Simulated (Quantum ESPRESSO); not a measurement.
Al: equation of state with r2SCAN

**Measured values to compare with.**

From “The interpretation of polycrystalline coherent inelastic neutron scattering from aluminium”, 2013, pmc:3831299, for a bulk crystal of Al: bulk modulus 76.9 GPa.

Crystal: Al.

```
CELL_PARAMETERS angstrom
0.00000 2.02481 2.02481
2.02481 0.00000 2.02481
2.02481 2.02481 0.00000
ATOMIC_POSITIONS crystal
Al 0.00000 0.00000 0.00000
```

```
Program             : Quantum ESPRESSO 7.5
Task                : equation of state
Functional          : r2SCAN
Potentials or basis : SG15 PBE 1.2
Cutoff              : 1020 eV
Density cutoff      : 4082 eV
k mesh              : 8 × 8 × 8
Occupations         : fermi-dirac, width 0.05 eV
Spin                : no spin polarisation
```

```yaml
Equilibrium_volume: 16.26 Å³/atom
Bulk_modulus: 89 GPa
Pressure_derivative_of_the_bulk_modulus: 4.4
```

Energy against volume, from the lowest point:
| volume (Å³/atom) | energy (meV/atom) |
| --- | --- |
| 15.607 | 7.97 |
| 15.939 | 1.89 |
| 16.271 | 0.00 |
| 16.603 | 1.90 |
| 16.935 | 7.18 |
| 17.267 | 15.45 |
| 17.599 | 26.48 |

All runs of the series together: 5.7 min on 2 threads of Arm Neoverse V2, with other jobs on the host.

A measured bulk modulus of Al is 76.9 GPa (quoted in “The interpretation of polycrystalline coherent inelastic neutron scattering from aluminium”, 2013, pmc:3831299); the calculated 89 GPa misses it by +15.9 %. The fit is for a static lattice scaled at fixed shape and fixed fractional positions.

Caveat: the k mesh is coarse; the potentials were made for another functional, which shifts forces and pressure.
